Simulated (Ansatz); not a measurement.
**Deforming KF**

```yaml
crystal:
  lattice:
    - [3.25895, 0.00000, 0.00000]
    - [0.00000, 3.25895, 0.00000]
    - [0.00000, 0.00000, 3.25895]
  atoms:
    - { symbol: K, position: [0.00000, 0.00000, 0.00000] }
    - { symbol: F, position: [0.50000, 0.50000, 0.50000] }
```

Atom numbers follow the list: K1, F2.

The cell is the one relaxed in the Materials Project (mp-8454), not relaxed further here; entries there can be hypothetical.

These are results of DFT, LDA, all-electron LAPW, scalar-relativistic in Ansatz 0.2.0, not measurements.

Sampling and basis: a Γ-centred 9×9×9 k mesh, Fermi–Dirac smearing of 0.02 eV, basis error target 0.5 meV/atom, no spin polarisation.

The unchanged cell is at -5.74 GPa, so energy changes include a term −P ΔV where the volume moves.

Semilocal functionals give too small gaps.

x, y and z are the Cartesian axes of the cell as listed; fractional coordinates follow a strain, and an engineering shear is twice the off-diagonal strain component.

(1) One change gave: energy change under 1 meV/atom; stress change (xx, yy, zz, yz, xz, xy) -0.41, -0.41, 0.83, 0.00, 0.00, 0.00 GPa, compression positive; gap on the k mesh 5.93 → 5.89 eV. Which change was it?
A. z strained by -1 % at fixed volume
B. atom 1 (K) moved by (0.0462, 0.0462, 0.0462) Å
C. x and y strained by +1 %, z held

Answers

(1) A. For x and y strained by +1 %, z held: energy change +13 meV/atom; stress change (xx, yy, zz, yz, xz, xy) -0.64, -0.64, 0.16, 0.00, 0.00, 0.00 GPa, compression positive; gap on the k mesh 5.93 → 5.77 eV. For atom 1 (K) moved by (0.0462, 0.0462, 0.0462) Å: energy change under 1 meV/atom; stress change (xx, yy, zz, yz, xz, xy) 0.08, 0.08, 0.08, 0.04, 0.04, 0.04 GPa, compression positive; change of the force on K1 (-0.014, -0.014, -0.014) eV/Å; gap on the k mesh 5.93 → 5.93 eV.
